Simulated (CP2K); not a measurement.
## CaO under changes of volume

One of the cells (13.886 Å³/atom); the others are scaled copies at fixed shape and fractional positions:

```
Ca O
1.0
     3.39914    0.00000    0.00000
     1.69957    2.94374    0.00000
     1.69957    0.98125    2.77539
Ca O
1 1
Direct
  0.00000 0.00000 0.00000
  0.50000 0.50000 0.50000
```

The cell is a database's computed one.

- Program: CP2K 2026.2
- Functional: LDA
- Potentials or basis: GTH_POTENTIALS Ca GTH-PADE-q10, O GTH-PADE-q6; TZVP-MOLOPT-PBE-GTH basis
- Density cutoff: 8163 eV
- k mesh: 10 × 10 × 10
- Occupations: fermi-dirac, width 0.1 eV
- Spin: no spin polarisation

```csv
volume (Å³/atom),energy over the lowest point (meV/atom),pressure (GPa),gap on the mesh (eV)
13.052,0.00,0.9,3.55
13.330,0.83,-1.8,3.57
13.608,5.97,-4.1,3.58
13.886,14.94,-6.2,3.59
14.163,?,?,?
14.441,42.77,-9.7,3.61
14.719,60.92,-11.2,3.62
```

**Question.** What does the run at 14.163 Å³/atom give?

**Answer.** Energy over the lowest point 27.33 meV/atom; pressure -8.1 GPa; gap on the mesh 3.60 eV.

Worked out: A Birch-Murnaghan fit of order 3 (a polynomial in V^(-2/3)) to the other rows has its minimum at 13.14 Å³/atom with B0 = V·E''(V) = 127 GPa and B' = 4.5. It gives 27.31 meV/atom at 14.163 Å³/atom, against the run's 27.33, and -dE/dV = -8.1 GPa, against -8.1. A straight line through the other rows of the gap, of slope 0.554 eV per unit of ln V, gives 3.60 eV, against the run's 3.60.

Energies are extrapolated to zero smearing.

Caveats: the basis of atomic orbitals isn't converged, which shifts pressures, moduli and gaps.

A mesh can miss the band edges.
